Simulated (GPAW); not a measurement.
# Ga (I4/mmm) in GPAW: further runs

The runs below take Ga through single point, with PBEsol.

Everything below comes from runs of GPAW 26.7.0. Logs are shortened: lines on timing, memory, paths and dates and some standing lists are left out, and cuts for length are marked. The log counts tension as positive stress, the text compression.

### Step 1. The crystal as given

It takes space group I4/mmm (No. 139, tetragonal). The conventional cell has a = 2.658 Å, b = 2.658 Å, c = 5.016 Å, α = 90.00°, β = 90.00°, γ = 90.00°. Ga (site symmetry 4/mmm) has 4 Ga at 2.66 Å as nearest neighbours.

This isn't the form of Ga at room conditions, which is orthorhombic.

### Step 2. Single point, PBEsol, 17.72 Å³/atom

run.py reads:

```python
from ase import Atoms
from ase.dft.bandgap import bandgap
from ase.io import write
from ase.units import GPa
from gpaw import GPAW, PW, setup_paths

setup_paths.insert(0, '.')

atoms = Atoms(['Ga'],
              cell=[[-1.3290227708, 1.3290227708, 2.5078383643],
                    [1.3290227708, -1.3290227708, 2.5078383643],
                    [1.3290227708, 1.3290227708, -2.5078383643]],
              scaled_positions=[[0.0, 0.0, 0.0]],
              pbc=True)

calc = GPAW(mode=PW(600),
            xc='PBEsol',
            kpts={'size': (13, 13, 13), 'gamma': True},
            occupations={'name': 'fermi-dirac', 'width': 0.05},
            nbands=7,
            convergence={'density': 1e-05, 'energy': 1e-05},
            maxiter=150,
            txt='gpaw.txt')
atoms.calc = calc
energy = atoms.get_potential_energy()
forces = atoms.get_forces()
stress = atoms.get_stress()
calc.write('gs.gpw')
write('result.traj', atoms)
print(f'Energy: {energy:.6f} eV')
print('Forces (eV/A):')
print(forces.round(4))
print('Stress (GPa):', (stress / GPa).round(3))
print('Fermi level:', round(calc.get_fermi_level(), 4), 'eV')
print(f'Gap: {bandgap(calc)[0]:.4f} eV, direct: {bandgap(calc, direct=True)[0]:.4f} eV')
```

Potentials or basis: PAW data sets generated in the run's folder for this functional, pw.

Started as:

```bash
$ gpaw-setup -f PBEsol Ga
$ OMP_NUM_THREADS=1 python run.py
```

gpaw.txt:

```text
__  _  _
 | _ |_)|_||  |
 |__||  | ||/\| - 26.7.0

Input parameters:
  mode=PW(ecut=600.0),
  convergence={'density': 1e-05, 'energy': 1e-05},
  kpts=MonkhorstPack(size=(13, 13, 13), gamma=True),
  maxiter=150,
  nbands=7,
  occupations=Occupations(name='fermi-dirac', width=0.05),
  xc=XC(name='PBEsol')

Diagonalizing LCAO Hamiltonian
Converting LCAO to pw mode

       Ga

Atoms  # Å, Bohr magnetons
|   | symbol |        x |        y |        z |    initial magnetic moments |
|---|--------|----------|----------|----------|-----------------------------|
| 0 |     Ga | 0.000000 | 0.000000 | 0.000000 | ( 0.0000,  0.0000,  0.0000) |

Unit cell  # Å
| periodic |         x |         y |         z |  lengths |     angles |
|----------|-----------|-----------|-----------|----------|------------|
|      yes | -1.329023 |  1.329023 |  2.507838 | 3.133984 | 129.816614 |
|      yes |  1.329023 | -1.329023 |  2.507838 | 3.133984 | 129.816614 |
|      yes |  1.329023 |  1.329023 | -2.507838 | 3.133984 |  73.700109 |

Number of symmetries: 16
Symmetry operations  # r_c * U_cc + t_c -> r_c
|    | kind |            matrix            |
|----|------|------------------------------|
|  0 |  σ   |  1, 1, 1,  0, 0,-1,  0,-1, 0 |
|  1 |  C4  |  1, 1, 1,  0, 0,-1, -1, 0, 0 |
|  2 |  E   |  1, 0, 0,  0, 1, 0,  0, 0, 1 |
|  3 |  σ   |  1, 0, 0,  0, 1, 0, -1,-1,-1 |
|  4 |  σ   |  0, 1, 0,  1, 0, 0,  0, 0, 1 |
|  5 |  C2  |  0, 1, 0,  1, 0, 0, -1,-1,-1 |
|  6 |  C2  |  0, 0, 1, -1,-1,-1,  1, 0, 0 |
|  7 |  S4  |  0, 0, 1, -1,-1,-1,  0, 1, 0 |
|  8 |  C4  |  0, 0,-1,  1, 1, 1,  0,-1, 0 |
|  9 |  σ   |  0, 0,-1,  1, 1, 1, -1, 0, 0 |
| 10 |  σ   |  0,-1, 0, -1, 0, 0,  1, 1, 1 |
| 11 |  C2  |  0,-1, 0, -1, 0, 0,  0, 0,-1 |
| 12 |  C2  | -1, 0, 0,  0,-1, 0,  1, 1, 1 |
| 13 |  i   | -1, 0, 0,  0,-1, 0,  0, 0,-1 |
| 14 |  S4  | -1,-1,-1,  0, 0, 1,  1, 0, 0 |
| 15 |  C2  | -1,-1,-1,  0, 0, 1,  0, 1, 0 |

BZ-sampling:
  Number of BZ points: 2197
  Number of IBZ points: 196

  Monkhorst-Pack size: [13, 13, 13]
  Monkhorst-Pack shift: [0, 0, 0]

K-points  # in reciprocal-cell coordinates
|     |                                coordinates |     weight |
|-----|--------------------------------------------|------------|
|   0 | (  0.00000000,   0.00000000,   0.00000000) | 0.00045517 |
|   1 | (  0.07692308,  -0.07692308,   0.00000000) | 0.00182066 |
|   2 | (  0.07692308,  -0.07692308,   0.07692308) | 0.00182066 |
|   3 | (  0.07692308,   0.00000000,   0.00000000) | 0.00364133 |
|   4 | (  0.07692308,   0.07692308,  -0.07692308) | 0.00091033 |
|   5 | (  0.15384615,  -0.15384615,   0.00000000) | 0.00182066 |
|   6 | (  0.15384615,  -0.15384615,   0.07692308) | 0.00364133 |
|   7 | (  0.15384615,  -0.15384615,   0.15384615) | 0.00182066 |
|   8 | (  0.15384615,  -0.07692308,   0.00000000) | 0.00728266 |
|   9 | (  0.15384615,  -0.07692308,   0.07692308) | 0.00364133 |
| ... |                                            |            |
| 195 | (  0.46153846,   0.46153846,   0.46153846) | 0.00364133 |

Plane wave coefficients: 623
Cutoff: 600.0 eV

Spin-components: 1 (collinear spins)
Bands:           7
Projectors:      5
Spin-degeneracy: 2
Datatype:        complex128

Parallelization:
  kpt:    1
  domain: 1
  band:   1

Density:
  Valence electrons: 3.0
  Components: 1
  Grid points: [18 18 18]
  Charge: 0.0  # |e|

Potential:
  Grid points: [18 18 18]

species:
  Ga:
    name:    Gallium
    Z:       31.0
    valence: 3
    core:    28
    charge:  0.0  # [|e|]
    compensation charges:
      type: gauss
      rc: 0.37  # [Å]
      lmax: 2
    cutoffs:
      filter: 2.06  # [Å]
      core: 4.17  # [Å]
    projectors
    | kind |    occ | energy [eV] | rcut [Å] |
    |------|--------|-------------|----------|
    |   4s |  2.000 |      -8.959 |    1.164 |
    |   4p |  1.000 |      -2.572 |    1.164 |
    |    s |        |      18.252 |    1.164 |
    |    p |        |      24.640 |    1.164 |
    |    d |        |       0.000 |    1.164 |

    Using partial waves for Ga as LCAO basis

Reference energy: -52844.435394  # eV

eigensolver:
  PPCG
  Converge bands: occupied
  niter=2

density mixing:
  MSR1-Mixer
  Pratt-step length: 0.05
  Maximum mixing coefficient: 0.75
  Old densities: 10
  SVD Regularization: 0.005
  Good broyden scale: 1.0
  Trust region scale: 1.0
  Backstep threshold: 4.0
  History deletion threshold: 6.0
  Fourier metric: weight=20.0, sigma=0.015

occupation numbers:
  Fermi-Dirac:
    width: 0.0500  # eV

poisson solver:
  ecut: 4800.0  # eV

xc functional:
  name: PBEsol with 2 nearest neighbor stencil

convergence criteria:
- Maximum integral of absolute [dens]ity change: 1e-05 electrons / valence electron
- Maximum [total energy] change in last 3 cyles: 1e-05 eV / valence electron
- Maximum integral of absolute [eigenst]ate change: 4e-08 eV^2 / valence electron
maximum number of iterations: 150

SCF iterations
|iter     | |      energy | eigst |  dens |
|---------|-|-------------|-------|-------|
|iter:   1| |   -3.314730 | -0.97 |       |
|iter:   2| |   -3.313662 | -3.47 | -1.04 |
|iter:   3| |   -3.304060 | -3.52 | -1.06 |
|iter:   4| |   -3.303364 | -4.19 | -1.62 |
|iter:   5| |   -3.303365 | -5.89 | -2.84 |
|iter:   6| |   -3.303365c| -6.75 | -3.30 |
|iter:   7| |   -3.303365c| -8.28c| -4.53 |
|iter:   8| |   -3.303365c| -9.34c| -5.03c|

Converged in 8 steps
Energy contributions relative to reference atoms: (reference = -52844.435394)

Energy contributions:
  Kinetic:          10.895056
  Coulomb:          -8.701748
  Zero:              0.006990
  External:          0.000000
  Xc:               -5.502022
  Entropy:          -0.003282
  Spinorbit:         0.000000
  ----------------------------
  Free energy:      -3.305006
  Extrapolated:     -3.303365

dipole moment: (-3.423960, -3.423960, -6.460941)  # |e|*Ang

Fermi level: 6.583
Eigenvalues  # (at kpt = [0.000, 0.000, 0.000])
| band index |      eig [eV] | occ [0-2] |
|------------|---------------|-----------|
|          0 |        -4.871 |     2.000 |
|          1 |        17.246 |     0.000 |
|          2 |        20.097 |     0.000 |
|          3 |        20.097 |     0.000 |
|          4 |        20.756 |     0.000 |
|          5 |        21.522 |     0.000 |
|          6 |        23.387 |     0.000 |

No gap
No difference between direct/indirect transitions

Forces  # eV/Ang
|        x |       y |       z |
|----------|---------|---------|
| -0.00000 | 0.00000 | 0.00000 |  # Ga   0

Stress tensor  # eV/Ang^3
|         x |         y |        z |
|-----------|-----------|----------|
| -0.024219 |  0.000000 | 0.000000 |
|  0.000000 | -0.024219 | 0.000000 |
|  0.000000 |  0.000000 | 0.021852 |

# Writing to gs.gpw (mode='')
```

Wall time 15 s (1 thread of Arm Neoverse V2, shared host); peak memory 0.15 GiB.

What came out:

| Quantity | Value |
| --- | --- |
| Free energy | -3.3050 eV |
| Pressure | 1.4 GPa |
| Band gap on the k mesh | none (metal or under the smearing width) |

Caveat: the density grid can change from cell to cell, which puts small steps into energies and stress.

### Step 3. Single point, PBEsol, 17.72 Å³/atom

Changes to run.py since step 2:

```diff
@@ -9,5 +9,5 @@
 atoms = Atoms(['Ga'],
-              cell=[[-1.3290227708, 1.3290227708, 2.5078383643],
-                    [1.3290227708, -1.3290227708, 2.5078383643],
-                    [1.3290227708, 1.3290227708, -2.5078383643]],
+              cell=[[-1.3567107452, 1.3567107452, 2.4065221121],
+                    [1.3567107452, -1.3567107452, 2.4065221121],
+                    [1.3567107452, 1.3567107452, -2.4065221121]],
               scaled_positions=[[0.0, 0.0, 0.0]],
```

Potentials or basis: PAW data sets generated in the run's folder for this functional, pw.

Started as:

```bash
$ gpaw-setup -f PBEsol Ga
$ OMP_NUM_THREADS=1 python run.py
```

It took 15 s on 1 thread of Arm Neoverse V2, shared host; peak memory 0.15 GiB.

The run converged. Its results:

```
Free energy            : -3.3306 eV
Pressure               : 0.7 GPa
Band gap on the k mesh : none (metal or under the smearing width)
```

Caveat: the density grid can change from cell to cell, which puts small steps into energies and stress.
